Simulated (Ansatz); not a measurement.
`[SiH3]B(Cl)[SeH]` + `N=C(N)O` → `N=C(N)O[SiH3]` + `ClB[SeH]`  (cleavage of the Si–B bond)

Program: Ansatz. Geometries: PBE0-D4/def2-TZVP. ΔE: electronic, gas phase. CCSD(T)/CBS adds triple-zeta CCSD(T) − MP2 to the extrapolated MP2 energy (def2 sets, frozen cores). For Se outer-core shells are correlated without core-valence functions, which leaves a few kJ/mol of doubt a bond. Scalar relativity is left out up to krypton. Each species was taken in one conformer, which may not be the lowest.

`[SiH3]B(Cl)[SeH]`:

Cartesian coordinates in Å:
```
Si 0.239 -0.921 -0.541
B -0.753 0.562 0.390
Cl -2.500 0.487 0.522
Se 0.100 2.097 1.168
H -0.232 -1.036 -1.948
H 1.707 -0.671 -0.545
H -0.026 -2.213 0.149
H 1.466 1.695 0.805
```

`N=C(N)O`:

Cartesian coordinates in Å:
```
N -1.113 -0.435 -0.675
C -0.097 0.026 -0.073
N 1.137 -0.540 -0.189
O -0.022 1.123 0.725
H -1.940 0.137 -0.546
H 1.142 -1.462 -0.588
H 1.793 -0.360 0.550
H -0.899 1.510 0.796
```

`N=C(N)O[SiH3]`:

Z-matrix (Å, degrees):
```
Si
O 1 1.664
H 1 1.484 2 110.5
H 1 1.478 2 104.5 3 -119.4
H 1 1.484 2 110.5 3 121.1
C 2 1.358 1 123.9 3 -60.6
N 6 1.363 2 110.1 1 -176.5
N 6 1.268 2 127.9 1 1.9
H 7 1.004 6 117.1 2 -22.3
H 7 1.004 6 115.3 2 -166.8
H 8 1.014 6 113.6 2 -1.9
```

`ClB[SeH]`:

Cartesian coordinates in Å:
```
Cl -0.669 0.463 -2.019
B 0.121 0.116 -0.505
Se -0.953 -0.240 1.041
H 1.308 0.105 -0.453
H 0.193 -0.445 1.936
```

| level | ΔE (kcal/mol) |
| --- | --- |
| HF/def2-TZVPP | -27.1 |
| HF/CBS(def2) | -27.6 |

(1) What does CCSD(T)/CBS give? (Estimate.)

Largest T1 diagnostic among the species: 0.013.

## Answers

(1) The calculation gave: -21.6 kcal/mol. The listed levels differ from it by -5.5, -6.0 kcal/mol.

From PBE to PBE0 (25 % exact exchange), in def2-TZVPP and without D4, ΔE moves by −1.5 kcal/mol. In def2-TZVPP, CCSD(T) changes the Hartree–Fock value by +5.2 kcal/mol (the triples alone add +0.7 kcal/mol) and MP2 by +4.1 kcal/mol.

CCSD(T)/CBS has its own doubt, a few kJ/mol and more with outer-core shells, so smaller differences from it don't rank the levels.
